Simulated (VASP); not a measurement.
VASP 6.6.1, PBE single-point calculation, GaN (strained zincblende)

INCAR

```
LASPH = .TRUE.
IBRION = -1
SIGMA = 0.02
NBANDS = 16
ISIF = 2
LREAL = .FALSE.
NELM = 120
PREC = Accurate
ISMEAR = -1
LCHARG = .FALSE.
GGA = PE
ENCUT = 520
EDIFF = 1E-7
NSW = 0
LWAVE = .FALSE.
```

KPOINTS

```
KPOINTS created by Atomic Simulation Environment
0
Gamma
10 10 10
0 0 0
```

KPOINTS_OPT

```
special points
6
Reciprocal
0.0000000000 0.0000000000 0.0000000000 1
-0.5000000000 -0.5000000000 0.0000000000 1
-0.3750000000 -0.3750000000 0.2500000000 1
-0.3750000000 0.0000000000 0.3750000000 1
0.0000000000 0.0000000000 0.5000000000 1
-0.5000000000 -0.2500000000 0.2500000000 1
```

POSCAR

```
Ga N
 1.0000000000000000
     0.0000000000000000    2.2489525411000000    2.1589944394999998
     2.2489525411000000    0.0000000000000000    2.1589944394999998
     2.2489525411000000    2.2489525411000000    0.0000000000000000
 Ga  N
   1   1
Cartesian
  0.0000000000000000  0.0000000000000000  0.0000000000000000
  1.1244762705499998  1.1244762705499998  1.0794972197499999
```

VASP ran with the recommended PBE PAW datasets (18 valence electrons in the cell).

Command

```
mpirun -np 1 vasp_std
```

OSZICAR

```
N       E                     dE             d eps       ncg     rms          rms(c)
DAV:   1     0.841376811061E+02    0.84138E+02   -0.93094E+03  3648   0.204E+03
DAV:   2    -0.830522971741E+01   -0.92443E+02   -0.85759E+02  3768   0.334E+02
DAV:   3    -0.140861412423E+02   -0.57809E+01   -0.57611E+01  3848   0.711E+01
DAV:   4    -0.141486947201E+02   -0.62553E-01   -0.62547E-01  4080   0.783E+00
DAV:   5    -0.141495268131E+02   -0.83209E-03   -0.83208E-03  3992   0.807E-01    0.789E+00
DAV:   6    -0.120653892363E+02    0.20841E+01   -0.48526E+00  4968   0.413E+01    0.268E+00
DAV:   7    -0.120774469539E+02   -0.12058E-01   -0.34711E-01  3632   0.648E+00    0.179E+00
DAV:   8    -0.120736384212E+02    0.38085E-02   -0.50365E-02  3880   0.339E+00    0.721E-01
DAV:   9    -0.120697998700E+02    0.38386E-02   -0.14566E-02  4944   0.293E+00    0.177E-01
DAV:  10    -0.120700791676E+02   -0.27930E-03   -0.15769E-03  4008   0.588E-01    0.765E-02
DAV:  11    -0.120699872203E+02    0.91947E-04   -0.28588E-04  4904   0.248E-01    0.123E-02
DAV:  12    -0.120699922589E+02   -0.50386E-05   -0.28365E-05  3896   0.537E-02    0.119E-02
DAV:  13    -0.120699920141E+02    0.24484E-06   -0.82518E-07  4016   0.155E-02    0.359E-03
DAV:  14    -0.120699919466E+02    0.67421E-07   -0.50988E-08  2944   0.302E-03
   1 F= -.12069992E+02 E0= -.12069992E+02  d E =-.794495E-12
       N       E                     dE             ncg
DAV:   1     0.209301042950E+04   -0.39867E+04      232
DAV:   2     0.161165821607E+04   -0.48135E+03      224
DAV:   3     0.158022497617E+04   -0.31433E+02      208
DAV:   4     0.157989866001E+04   -0.32632E+00      264
DAV:   5     0.157989486638E+04   -0.37936E-02      224
DAV:   6     0.157989472954E+04   -0.13685E-03      288
DAV:   7     0.157989472658E+04   -0.29602E-05      224
DAV:   8     0.157989472643E+04   -0.14239E-06      216
DAV:   9     0.157989472642E+04   -0.98064E-08      160
```

From OUTCAR

```
k-points           NKPTS =    102   k-points in BZ     NKDIM =    102   number of bands    NBANDS=     16

   NELECT =      18.0000    total number of electrons

   dimension x,y,z NGX =    24 NGY =   24 NGZ =   24
   dimension x,y,z NGXF=    48 NGYF=   48 NGZF=   48

  energy-cutoff  :      520.00
  volume of cell :       21.84
      direct lattice vectors                 reciprocal lattice vectors
     0.000000000  2.248952541  2.158994439    -0.222325723  0.222325723  0.231589295
     2.248952541  0.000000000  2.158994439     0.222325723 -0.222325723  0.231589295
     2.248952541  2.248952541  0.000000000     0.222325723  0.222325723 -0.231589295

 k-points in reciprocal lattice and weights: KPOINTS created by Atomic Simulation Env
   0.00000000  0.00000000  0.00000000       0.001
   0.10000000  0.00000000  0.00000000       0.008
   0.20000000  0.00000000  0.00000000       0.008
   0.30000000 -0.00000000  0.00000000       0.008
   0.40000000  0.00000000  0.00000000       0.008
   0.50000000  0.00000000  0.00000000       0.004
   0.10000000  0.10000000  0.00000000       0.002
   0.20000000  0.10000000  0.00000000       0.008
   ...

 E-fermi :   6.3400

 k-point     1 :       0.0000    0.0000    0.0000
  band No.  band energies     occupation
      1     -10.5383      2.00000
      2      -7.7016      2.00000
      3      -7.7016      2.00000
      4      -7.6563      2.00000
      5      -7.3210      2.00000
      6      -7.3160      2.00000
      7       5.7446      2.00000
      8       5.7446      2.00000
      9       5.9236      2.00000
     10       7.8286      0.00000
     11      16.3409      0.00000
     12      16.4527      0.00000
     13      16.4527      0.00000
     14      24.0490      0.00000
     15      24.5677      0.00000
     16      24.5677      0.00000

 k-point     2 :       0.1000    0.0000    0.0000
  band No.  band energies     occupation
      1     -10.4173      2.00000
      2      -7.6861      2.00000
      3      -7.6735      2.00000
      4      -7.6337      2.00000
      5      -7.3214      2.00000
      6      -7.3184      2.00000
      7       4.7171      2.00000
      8       5.6218      2.00000
      9       5.7639      2.00000
     10       8.6548      0.00000
     11      15.8779      0.00000
     12      16.5942      0.00000
     13      16.6069      0.00000
     14      23.2476      0.00000
     15      23.3628      0.00000
     16      24.4959      0.00000

 k-point     3 :       0.2000    0.0000    0.0000
  band No.  band energies     occupation
      1     -10.1064      2.00000
      2      -7.6505      2.00000
      3      -7.6218      2.00000
      4      -7.4971      2.00000
      5      -7.3192      2.00000
      6      -7.3165      2.00000
      7       2.8533      2.00000
      8       5.3196      2.00000
      9       5.5072      2.00000
     10       9.7447      0.00000
     11      15.0686      0.00000
     12      16.7527      0.00000
     13      16.9904      0.00000
     14      22.3343      0.00000
     15      22.6517      0.00000
     16      23.5156      0.00000

 k-point     4 :       0.3000   -0.0000    0.0000
  band No.  band energies     occupation
      1      -9.7606      2.00000
      2      -7.6196      2.00000
      3      -7.5870      2.00000
      4      -7.3139      2.00000
      5      -7.2957      2.00000
      6      -7.1030      2.00000
      7       0.8923      2.00000
      8       4.9773      2.00000
      9       5.2208      2.00000
     10      10.4379      0.00000
     11      14.6799      0.00000
     12      16.5681      0.00000
     13      17.0995      0.00000
     14      21.8261      0.00000
     15      23.3996      0.00000
     16      23.6532      0.00000

 k-point     5 :       0.4000    0.0000    0.0000
  band No.  band energies     occupation
      1      -9.5410      2.00000
      2      -7.6067      2.00000
      3      -7.5720      2.00000
      4      -7.2908      2.00000
      5      -7.2654      2.00000
      6      -6.4687      2.00000
      7      -0.7873      2.00000
      8       4.7202      2.00000
      9       5.0070      2.00000
     10      10.6858      0.00000
     11      14.7056      0.00000
     12      16.2452      0.00000
     13      16.9156      0.00000
     14      21.7346      0.00000
     15      24.9786      0.00000
     16      25.0095      0.00000

 k-point     6 :       0.5000    0.0000    0.0000
  band No.  band energies     occupation
      1      -9.4750      2.00000
      2      -7.6045      2.00000
      3      -7.5692      2.00000
      4      -7.2794      2.00000
      5      -7.2508      2.00000
      6      -6.0710      2.00000
      7      -1.5411      2.00000
      8       4.6259      2.00000
      9       4.9289      2.00000
     10      10.7249      0.00000
     11      14.7748      0.00000
     12      16.1038      0.00000
     13      16.7978      0.00000
     14      21.8020      0.00000
     15      26.0434      0.00000
     16      26.1050      0.00000

 k-point     7 :       0.1000    0.1000    0.0000
  band No.  band energies     occupation
      1     -10.3701      2.00000
      2      -7.6721      2.00000
      3      -7.6721      2.00000
      4      -7.6289      2.00000
      5      -7.3250      2.00000
      6      -7.3112      2.00000
      7       4.8296      2.00000
      8       5.3954      2.00000
      9       5.3954      2.00000
     10       8.9805      0.00000
     11      15.4386      0.00000
     12      16.7412      0.00000
     13      16.7413      0.00000
     14      22.3237      0.00000
     15      25.4063      0.00000
     16      25.4063      0.00000

 k-point     8 :       0.2000    0.1000    0.0000
  band No.  band energies     occupation
      1     -10.1188      2.00000
      2      -7.6348      2.00000
      3      -7.6347      2.00000
      4      -7.5429      2.00000
      5      -7.3187      2.00000
      6      -7.3002      2.00000
      7       3.3897      2.00000
      8       5.0193      2.00000
      9       5.2517      2.00000
     10       9.9033      0.00000
     11      14.7160      0.00000
     12      16.9348      0.00000
     13      17.0181      0.00000
     14      20.9675      0.00000
     15      24.5910      0.00000
     16      24.6487      0.00000

 k-point     9 :       0.3000    0.1000    0.0000
  band No.  band energies     occupation
      1      -9.7885      2.00000
      2      -7.5989      2.00000
      3      -7.5978      2.00000
      4      -7.4027      2.00000
      5      -7.2808      2.00000
      6      -7.1378      2.00000
      7       1.5363      2.00000
      8       4.6560      2.00000
      9       4.9844      2.00000
     10      10.6931      0.00000
     11      14.3889      0.00000
     12      16.6593      0.00000
     13      17.0269      0.00000
     14      21.0136      0.00000
     15      23.9644      0.00000
     16      24.8048      0.00000

 k-point    10 :       0.4000    0.1000    0.0000
  band No.  band energies     occupation
      1      -9.5451      2.00000
      2      -7.5817      2.00000
      3      -7.5761      2.00000
      4      -7.3520      2.00000
      5      -7.2570      2.00000
      6      -6.5735      2.00000
      7      -0.2149      2.00000
      8       4.4316      2.00000
      9       4.6431      2.00000
     10      11.0923      0.00000
     11      14.3431      0.00000
     12      16.4576      0.00000
     13      16.7532      0.00000
     14      21.6962      0.00000
     15      24.2130      0.00000
     16      25.8959      0.00000

 k-point    11 :       0.5000    0.1000    0.0000
  band No.  band energies     occupation
      1      -9.4467      2.00000
      2      -7.5789      2.00000
      3      -7.5700      2.00000
      4      -7.3138      2.00000
      5      -7.2502      2.00000
      6      -6.0311      2.00000
      7      -1.3100      2.00000
      8       4.3650      2.00000
      9       4.4111      2.00000
     10      11.2488      0.00000
     11      14.1691      0.00000
     12      16.5013      0.00000
     13      16.6832      0.00000
     14      22.2846      0.00000
     15      25.1257      0.00000
     16      26.3072      0.00000

 k-point    12 :      -0.4000    0.1000    0.0000
  band No.  band energies     occupation
      1      -9.4709      2.00000
      2      -7.5824      2.00000
      3      -7.5681      2.00000
      4      -7.2978      2.00000
      5      -7.2730      2.00000
      6      -6.1974      2.00000
      7      -1.0228      2.00000
      8       4.2424      2.00000
      9       4.5969      2.00000
     10      11.3013      0.00000
     11      14.0783      0.00000
     12      16.4769      0.00000
     13      16.7452      0.00000
     14      22.6498      0.00000
     15      24.6205      0.00000
     16      25.8222      0.00000

 ...

  Total        1.8383349      1.8383349      2.4134249      0.0000000      0.0000000      0.0000000
  in kB      134.8630938    134.8630938    177.0525849      0.0000000      0.0000000      0.0000000
  external PRESSURE =     148.9262575 kB  Pullay stress =       0.0000000 kB

 POSITION                                       TOTAL-FORCE (eV/Angst)
 -----------------------------------------------------------------------------------
      0.00000      0.00000      0.00000        -0.000000     -0.000000     -0.000000
      1.12448      1.12448      1.07950         0.000000      0.000000      0.000000
 -----------------------------------------------------------------------------------
    total drift:                                0.000001      0.000001     -0.000000

  FREE ENERGIE OF THE ION-ELECTRON SYSTEM (eV)
  ---------------------------------------------------
  free  energy   TOTEN  =       -12.0699919466 eV

  energy  without entropy=      -12.0699919466  energy(sigma->0) =      -12.06999195
```

- gap between bands v and c: 1.90 eV
- least direct gap: 1.90 eV
- pressure: 14.9 GPa

Band v is the last that the valence electrons fill when counted band by band, and c is the next.

The run took about 20 s on one core of a shared host (Intel Xeon Platinum 8488C) and held 0.16 GiB at most.
